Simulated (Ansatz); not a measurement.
# SiC: zone-centre modes under pressure

SiC, F-43m, a = 4.380 Å. The compound has several low-lying forms, and this is one of them. Ansatz: PBE, PAW, 420 eV, Γ-centred 12×12×12 mesh on 2 atoms, fixed occupations; no spin polarisation. Cell and atoms are relaxed at each pressure with the symmetry kept; optical modes at Γ by linear response, in cm⁻¹, the highest, without the LO field.

| P (GPa) | V (Å³/atom) | ω1 |
| --- | --- | --- |
| 0 | 10.502 | 774.8 |
| 3 | 10.358 | 786.9 |
| 8 | 10.139 | 806.1 |
| 15 | 9.866 | ? |

Get the mode's Grüneisen parameter γ = −d ln ω/d ln V from the other rows and predict the missing frequency.

ln(V/V0) = 0.0000, -0.0138, -0.0352, -0.0625; a line through ln(ω/ω0) of the 3 known rows gives ω1: γ = 1.125, predicted 831.2, computed 831.3. The miss is 0.0 %, or 0 % of the shift under pressure, so a constant γ serves at that level.

Cost: 4 runs of about 1.6 core-minutes in all, on Intel Xeon Platinum 8488C (Sapphire Rapids) (shared hosts).